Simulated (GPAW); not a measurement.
# TaN (Pm-3m) in GPAW: notebook

One crystal, TaN, is run at these levels: C09-vdW, LDA; tasks: phonons.

Everything below comes from runs of GPAW 26.7.0. Logs are shortened: lines on timing, memory, paths and dates and some standing lists are left out, and cuts for length are marked. The log counts tension as positive stress, the text compression.

## 1. The structure

It takes space group Pm-3m (No. 221, cubic). Conventional cell: a = 2.732 Å, b = 2.732 Å, c = 2.732 Å, α = 90.00°, β = 90.00°, γ = 90.00°. Ta (site symmetry m-3m) has 8 N at 2.37 Å as nearest neighbours. N (site symmetry m-3m) has 8 Ta at 2.37 Å as nearest neighbours.

The cell comes from a database or a generator and needn't be the stable form of this composition.

## 2. Phonons, C09-vdW

Input file run.py:

```python
import json
import numpy as np
from ase import Atoms
from ase.constraints import FixSymmetry
from ase.io import read, write
from ase.optimize import BFGS
from phonopy import Phonopy
from phonopy.structure.atoms import PhonopyAtoms
from gpaw import GPAW, PW

atoms = read('TaN.cif')

calc = GPAW(mode=PW(680),
            xc={'name': 'C09-vdW', 'backend': 'libvdwxc'},
            kpts={'size': (10, 10, 10), 'gamma': True},
            occupations={'name': 'fermi-dirac', 'width': 0.05},
            nbands=19,
            convergence={'density': 1e-06, 'eigenstates': 1e-09},
            maxiter=150,
            txt='gpaw.txt')
atoms.calc = calc
atoms.set_constraint(FixSymmetry(atoms))
BFGS(atoms, trajectory='relax.traj', logfile='-').run(fmax=0.005, steps=40)
atoms.set_constraint()
energy = atoms.get_potential_energy()
forces = atoms.get_forces()
calc.write('gs.gpw')
write('result.traj', atoms)
print('Cell:', atoms.cell.cellpar().round(4))
print(atoms.get_scaled_positions().round(5))

def force_constants(scale):
    unit = PhonopyAtoms(symbols=atoms.get_chemical_symbols(), cell=atoms.cell[:] * scale**(1 / 3),
                        scaled_positions=atoms.get_scaled_positions())
    ph = Phonopy(unit, supercell_matrix=np.diag([2, 2, 2]), primitive_matrix=np.eye(3), symprec=1e-4)
    ph.generate_displacements(distance=0.03)
    forces = []
    for i, sc in enumerate(ph.supercells_with_displacements):
        a = Atoms(sc.symbols, cell=sc.cell, scaled_positions=sc.scaled_positions, pbc=True)
        c = GPAW(mode=PW(680),
                 xc={'name': 'C09-vdW', 'backend': 'libvdwxc'},
                 kpts={'size': (5, 5, 5), 'gamma': True},
                 occupations={'name': 'fermi-dirac', 'width': 0.05},
                 nbands=108,
                 convergence={'density': 1e-06, 'eigenstates': 1e-09},
                 maxiter=150,
                 txt=f'disp-{scale:.3f}-{i:02d}.txt')
        a.calc = c
        f = a.get_forces()
        forces.append(f - f.mean(axis=0))
        print(f'displacement {i}: drift', f.mean(axis=0).round(5), flush=True)
    ph.forces = forces
    ph.produce_force_constants()
    ph.symmetrize_force_constants()
    return ph

qpoints = [[0.0, 0.0, 0.0], [0.0, 0.0, 0.5], [0.0, 0.5, 0.0], [0.0, 0.5, 0.5], [0.5, 0.0, 0.0], [0.5, 0.0, 0.5], [0.5, 0.5, 0.0], [0.5, 0.5, 0.5]]
results = {}
for scale in [1.0]:
    ph = force_constants(scale)
    ph.run_qpoints(qpoints)
    nu = ph.qpoints.frequencies * 33.35641  # THz to cm^-1
    results[f'{scale:.3f}'] = nu.tolist()
    for qp, f in zip(qpoints, nu):
        print(scale, np.round(qp, 4), f.round(2))

path = atoms.cell.bandpath('GXMGRX,MR', npoints=60, eps=1e-4)
ph.run_qpoints(path.kpts)
results['path'] = (ph.qpoints.frequencies * 33.35641).tolist()
results['path_q'] = path.kpts.tolist()
x, ticks, names = path.get_linear_kpoint_axis()
results['axis'] = [x.tolist(), list(ticks), names]
ph.run_mesh([15, 15, 15], is_gamma_center=True)
ph.run_thermal_properties(temperatures=[0, 100, 200, 300, 500, 800], cutoff_frequency=0.05)
tp = ph.thermal_properties
results['thermal'] = [list(v) for v in (tp.temperatures, tp.free_energy, tp.entropy, tp.heat_capacity)]
for t, fv, s, cv in zip(*results['thermal']):
    print(f'{t:6.0f} K  F {fv:9.4f} kJ/mol  S {s:9.4f} J/K/mol  Cv {cv:9.4f} J/K/mol')
json.dump(results, open('phonons.json', 'w'))
```

Input file TaN.cif:

```cif
data_TaN
_cell_length_a 2.73230769
_cell_length_b 2.73230769
_cell_length_c 2.73230769
_cell_angle_alpha 90.00000000
_cell_angle_beta 90.00000000
_cell_angle_gamma 90.00000000
_space_group_name_H-M_alt 'Pm-3m'
_space_group_name_Hall '-P 4 2 3'
_space_group_IT_number 221
loop_
_space_group_symop_operation_xyz
'x,y,z'
'-x,-y,-z'
'-y,x,z'
'y,-x,-z'
'-x,-y,z'
'x,y,-z'
'y,-x,z'
'-y,x,-z'
'x,-y,-z'
'-x,y,z'
'-y,-x,-z'
'y,x,z'
'-x,y,-z'
'x,-y,z'
'y,x,-z'
'-y,-x,z'
'z,x,y'
'-z,-x,-y'
'z,-y,x'
'-z,y,-x'
'z,-x,-y'
'-z,x,y'
'z,y,-x'
'-z,-y,x'
'-z,x,-y'
'z,-x,y'
'-z,-y,-x'
'z,y,x'
'-z,-x,y'
'z,x,-y'
'-z,y,x'
'z,-y,-x'
'y,z,x'
'-y,-z,-x'
'x,z,-y'
'-x,-z,y'
'-y,z,-x'
'y,-z,x'
'-x,z,y'
'x,-z,-y'
'-y,-z,x'
'y,z,-x'
'-x,-z,-y'
'x,z,y'
'y,-z,-x'
'-y,z,x'
'x,-z,y'
'-x,z,-y'
loop_
_atom_site_label
_atom_site_type_symbol
_atom_site_symmetry_multiplicity
_atom_site_Wyckoff_symbol
_atom_site_fract_x
_atom_site_fract_y
_atom_site_fract_z
_atom_site_occupancy
Ta1 Ta 1 a 0.0000000000 0.0000000000 0.0000000000 1
N1 N 1 b 0.5000000000 0.5000000000 0.5000000000 1
```

Potentials or basis: GPAW PAW data sets (gpaw-data 1.2.1), pw.

Launch:

```
> OMP_NUM_THREADS=1 python run.py
```

gpaw.txt:

```text
__  _  _
 | _ |_)|_||  |
 |__||  | ||/\| - 26.7.0

Input parameters:
  mode=PW(ecut=680.0),
  convergence={'density': 1e-06, 'eigenstates': 1e-09},
  kpts=MonkhorstPack(size=(10, 10, 10), gamma=True),
  maxiter=150,
  nbands=19,
  occupations=Occupations(name='fermi-dirac', width=0.05),
  xc=XC(name='C09-vdW', backend='libvdwxc')

Diagonalizing LCAO Hamiltonian
Converting LCAO to pw mode
   .------.
  /|      |
 * |  N   |
 | .------.
 |/      /
 Ta-----*

Atoms  # Å, Bohr magnetons
|   | symbol |        x |        y |        z |    initial magnetic moments |
|---|--------|----------|----------|----------|-----------------------------|
| 0 |     Ta | 0.000000 | 0.000000 | 0.000000 | ( 0.0000,  0.0000,  0.0000) |
| 1 |      N | 1.366154 | 1.366154 | 1.366154 | ( 0.0000,  0.0000,  0.0000) |

Unit cell  # Å
| periodic |        x |        y |        z |  lengths |    angles |
|----------|----------|----------|----------|----------|-----------|
|      yes | 2.732308 | 0.000000 | 0.000000 | 2.732308 | 90.000000 |
|      yes | 0.000000 | 2.732308 | 0.000000 | 2.732308 | 90.000000 |
|      yes | 0.000000 | 0.000000 | 2.732308 | 2.732308 | 90.000000 |

Number of symmetries: 48
Symmetry operations  # r_c * U_cc + t_c -> r_c
|    | kind |            matrix            |
|----|------|------------------------------|
|  0 |  E   |  1, 0, 0,  0, 1, 0,  0, 0, 1 |
|  1 |  σ   |  1, 0, 0,  0, 1, 0,  0, 0,-1 |
|  2 |  σ   |  1, 0, 0,  0, 0, 1,  0, 1, 0 |
|  3 |  C4  |  1, 0, 0,  0, 0, 1,  0,-1, 0 |
|  4 |  C4  |  1, 0, 0,  0, 0,-1,  0, 1, 0 |
|  5 |  σ   |  1, 0, 0,  0, 0,-1,  0,-1, 0 |
|  6 |  σ   |  1, 0, 0,  0,-1, 0,  0, 0, 1 |
|  7 |  C2  |  1, 0, 0,  0,-1, 0,  0, 0,-1 |
|  8 |  σ   |  0, 1, 0,  1, 0, 0,  0, 0, 1 |
|  9 |  C2  |  0, 1, 0,  1, 0, 0,  0, 0,-1 |
| 10 |  C3  |  0, 1, 0,  0, 0, 1,  1, 0, 0 |
| 11 |  S6  |  0, 1, 0,  0, 0, 1, -1, 0, 0 |
| 12 |  S6  |  0, 1, 0,  0, 0,-1,  1, 0, 0 |
| 13 |  C3  |  0, 1, 0,  0, 0,-1, -1, 0, 0 |
| 14 |  C4  |  0, 1, 0, -1, 0, 0,  0, 0, 1 |
| 15 |  S4  |  0, 1, 0, -1, 0, 0,  0, 0,-1 |
| 16 |  C3  |  0, 0, 1,  1, 0, 0,  0, 1, 0 |
| 17 |  S6  |  0, 0, 1,  1, 0, 0,  0,-1, 0 |
| 18 |  σ   |  0, 0, 1,  0, 1, 0,  1, 0, 0 |
| 19 |  C4  |  0, 0, 1,  0, 1, 0, -1, 0, 0 |
| 20 |  C2  |  0, 0, 1,  0,-1, 0,  1, 0, 0 |
| 21 |  S4  |  0, 0, 1,  0,-1, 0, -1, 0, 0 |
| 22 |  S6  |  0, 0, 1, -1, 0, 0,  0, 1, 0 |
| 23 |  C3  |  0, 0, 1, -1, 0, 0,  0,-1, 0 |
| 24 |  S6  |  0, 0,-1,  1, 0, 0,  0, 1, 0 |
| 25 |  C3  |  0, 0,-1,  1, 0, 0,  0,-1, 0 |
| 26 |  C4  |  0, 0,-1,  0, 1, 0,  1, 0, 0 |
| 27 |  σ   |  0, 0,-1,  0, 1, 0, -1, 0, 0 |
| 28 |  S4  |  0, 0,-1,  0,-1, 0,  1, 0, 0 |
| 29 |  C2  |  0, 0,-1,  0,-1, 0, -1, 0, 0 |
| 30 |  C3  |  0, 0,-1, -1, 0, 0,  0, 1, 0 |
| 31 |  S6  |  0, 0,-1, -1, 0, 0,  0,-1, 0 |
| 32 |  C4  |  0,-1, 0,  1, 0, 0,  0, 0, 1 |
| 33 |  S4  |  0,-1, 0,  1, 0, 0,  0, 0,-1 |
| 34 |  S6  |  0,-1, 0,  0, 0, 1,  1, 0, 0 |
| 35 |  C3  |  0,-1, 0,  0, 0, 1, -1, 0, 0 |
| 36 |  C3  |  0,-1, 0,  0, 0,-1,  1, 0, 0 |
| 37 |  S6  |  0,-1, 0,  0, 0,-1, -1, 0, 0 |
| 38 |  σ   |  0,-1, 0, -1, 0, 0,  0, 0, 1 |
| 39 |  C2  |  0,-1, 0, -1, 0, 0,  0, 0,-1 |
| 40 |  σ   | -1, 0, 0,  0, 1, 0,  0, 0, 1 |
| 41 |  C2  | -1, 0, 0,  0, 1, 0,  0, 0,-1 |
| 42 |  C2  | -1, 0, 0,  0, 0, 1,  0, 1, 0 |
| 43 |  S4  | -1, 0, 0,  0, 0, 1,  0,-1, 0 |
| 44 |  S4  | -1, 0, 0,  0, 0,-1,  0, 1, 0 |
| 45 |  C2  | -1, 0, 0,  0, 0,-1,  0,-1, 0 |
| 46 |  C2  | -1, 0, 0,  0,-1, 0,  0, 0, 1 |
| 47 |  i   | -1, 0, 0,  0,-1, 0,  0, 0,-1 |

BZ-sampling:
  Number of BZ points: 1000
  Number of IBZ points: 56

  Monkhorst-Pack size: [10, 10, 10]
  Monkhorst-Pack shift: [0.05, 0.05, 0.05]

K-points  # in reciprocal-cell coordinates
|     |                                coordinates |     weight |
|-----|--------------------------------------------|------------|
|   0 | (  0.00000000,   0.00000000,   0.00000000) | 0.00100000 |
|   1 | (  0.10000000,   0.00000000,   0.00000000) | 0.00600000 |
|   2 | (  0.10000000,   0.10000000,   0.00000000) | 0.01200000 |
|   3 | (  0.10000000,   0.10000000,   0.10000000) | 0.00800000 |
|   4 | (  0.20000000,   0.00000000,   0.00000000) | 0.00600000 |
|   5 | (  0.20000000,   0.10000000,   0.00000000) | 0.02400000 |
|   6 | (  0.20000000,   0.10000000,   0.10000000) | 0.02400000 |
|   7 | (  0.20000000,   0.20000000,   0.00000000) | 0.01200000 |
|   8 | (  0.20000000,   0.20000000,   0.10000000) | 0.02400000 |
|   9 | (  0.20000000,   0.20000000,   0.20000000) | 0.00800000 |
| ... |                                            |            |
|  55 | (  0.50000000,   0.50000000,   0.50000000) | 0.00100000 |

Plane wave coefficients: 840
Cutoff: 680.0 eV

Spin-components: 1 (collinear spins)
Bands:           19
Projectors:      11
Spin-degeneracy: 2
Datatype:        complex128

Parallelization:
  kpt:    1
  domain: 1
  band:   1

Density:
  Valence electrons: 18.0
  Components: 1
  Grid points: [18 18 18]
  Charge: 0.0  # |e|

Potential:
  Grid points: [18 18 18]

species:
  Ta:
    name:    Tantalum
    Z:       73.0
    valence: 13
    core:    60
    charge:  0.0  # [|e|]
    compensation charges:
      type: gauss
      rc: 0.42  # [Å]
      lmax: 2
    cutoffs:
      filter: 2.36  # [Å]
      core: 3.45  # [Å]
    projectors
    | kind |    occ | energy [eV] | rcut [Å] |
    |------|--------|-------------|----------|
    |   5s |  2.000 |     -72.790 |    1.365 |
    |   6s |  2.000 |      -5.429 |    1.365 |
    |   5p |  6.000 |     -39.427 |    1.349 |
    |   6p |  0.000 |      -1.396 |    1.349 |
    |   5d |  3.000 |      -3.603 |    1.307 |
    |    d |        |      23.609 |    1.307 |

    Using partial waves for Ta as LCAO basis

  N:
    name:    Nitrogen
    Z:       7.0
    valence: 5
    core:    2
    charge:  0.0  # [|e|]
    compensation charges:
      type: gauss
      rc: 0.18  # [Å]
      lmax: 2
    cutoffs:
      filter: 1.11  # [Å]
      core: 0.96  # [Å]
    projectors
    | kind |    occ | energy [eV] | rcut [Å] |
    |------|--------|-------------|----------|
    |   2s |  2.000 |     -18.583 |    0.603 |
    |   2p |  3.000 |      -7.089 |    0.529 |
    |    s |        |       8.629 |    0.603 |
    |    p |        |      20.123 |    0.529 |
    |    d |        |       0.000 |    0.577 |

    Using partial waves for N as LCAO basis

Reference energy: -425654.162905  # eV

eigensolver:
  PPCG
  Converge bands: occupied
  niter=2

density mixing:
  MSR1-Mixer
  Pratt-step length: 0.05
  Maximum mixing coefficient: 0.75
  Old densities: 10
  SVD Regularization: 0.005
  Good broyden scale: 1.0
  Trust region scale: 1.0
  Backstep threshold: 4.0
  History deletion threshold: 6.0
  Fourier metric: weight=20.0, sigma=0.015

occupation numbers:
  Fermi-Dirac:
    width: 0.0500  # eV

poisson solver:
  ecut: 5440.0  # eV

xc functional:
  name: vdW-C09 with libvdwxc
  Mode: serial
  Semilocal: GGA_X_C09X+LDA_C_PW with 2 nearest neighbor stencil
  Corresponding non-local functional: vdW-DF
  Local blocksize: 36 x 36 x 36
  PAW datasets: PBE

convergence criteria:
- Maximum integral of absolute [dens]ity change: 1e-06 electrons / valence electron
- Maximum integral of absolute [eigenst]ate change: 1e-09 eV^2 / valence electron
- Maximum [total energy] change in last 3 cyles: 0.0005 eV / valence electron
maximum number of iterations: 150

SCF iterations
|iter     | |      energy | eigst |  dens |
|---------|-|-------------|-------|-------|
|iter:   1| |   81.420566 | -0.12 |       |
|iter:   2| |   81.733906 | -2.58 | -1.03 |
|iter:   3| |   82.387061 | -1.79 | -1.09 |
|iter:   4| |   82.372934 | -3.24 | -1.65 |
|iter:   5| |   82.360761 | -3.26 | -1.86 |
|iter:   6| |   82.360875 | -4.92 | -2.90 |
|iter:   7| |   82.360875c| -7.00 | -3.77 |
|iter:   8| |   82.360875c| -7.69 | -4.19 |
|iter:   9| |   82.360875c| -9.70c| -5.12 |
|iter:  10| |   82.360875c| -9.79c| -5.77 |
|iter:  11| |   82.360875c|-11.01c| -6.79c|

Converged in 11 steps
Energy contributions relative to reference atoms: (reference = -425654.162905)

Energy contributions:
  Kinetic:          21.085576
  Coulomb:         -20.014341
  Zero:             -0.198933
  External:          0.000000
  Xc:               81.488664
  Entropy:          -0.000184
  Spinorbit:         0.000000
  ----------------------------
  Free energy:      82.360783
  Extrapolated:     82.360875

dipole moment: (-9.770210, -9.770210, -9.770210)  # |e|*Ang

Fermi level: 15.647
Eigenvalues  # (at kpt = [0.000, 0.000, 0.000])
| band index |      eig [eV] | occ [0-2] |
|------------|---------------|-----------|
|          0 |       -53.471 |     2.000 |
|        ... |               |           |
|          2 |       -19.668 |     2.000 |
|          3 |       -19.668 |     2.000 |
|          4 |        -2.673 |     2.000 |
|          5 |        10.763 |     2.000 |
|          6 |        10.763 |     2.000 |
|          7 |        12.921 |     2.000 |
[... 9 lines left out ...]
|         17 |        37.322 |     0.000 |
|         18 |        37.322 |     0.000 |

No gap
No difference between direct/indirect transitions

Forces  # eV/Ang
|        x |       y |       z |
|----------|---------|---------|
| -0.00000 | 0.00000 | 0.00000 |  # Ta   0
|  0.00000 | 0.00000 | 0.00000 |  # N    1

# Writing to gs.gpw (mode='')
```

It took 21 min on 1 thread of Arm Neoverse V2, shared host; peak memory 1.3 GiB.

What came out:

| Quantity | Value |
| --- | --- |
| Free energy | 82.3608 eV |
| Band gap on the k mesh | none (metal or under the smearing width) |
| Highest phonon frequency | 535 cm⁻¹ |

Final structure:
```xyz
2
Lattice="2.7323 0.0000 0.0000 0.0000 2.7323 0.0000 0.0000 0.0000 2.7323" Properties=species:S:1:pos:R:3 pbc="T T T"
Ta    0.0000    0.0000    0.0000
N     1.3662    1.3662    1.3662
```

Phonon frequencies in cm⁻¹ (negative: imaginary):
```csv
q point,frequencies
"(0.000, 0.000, 0.000)",0 0 0 307 307 307
"(0.000, 0.000, 0.500)",79 79 258 410 410 527
"(0.000, 0.500, 0.000)",79 79 258 410 410 527
"(0.000, 0.500, 0.500)",103 206 206 245 488 488
"(0.500, 0.000, 0.000)",79 79 258 410 410 527
"(0.500, 0.000, 0.500)",103 206 206 245 488 488
"(0.500, 0.500, 0.000)",103 206 206 245 488 488
"(0.500, 0.500, 0.500)",195 195 195 535 535 535
```

Caveat: phonon bands are interpolated from a small supercell.

(Continued in part 2 of 2.)
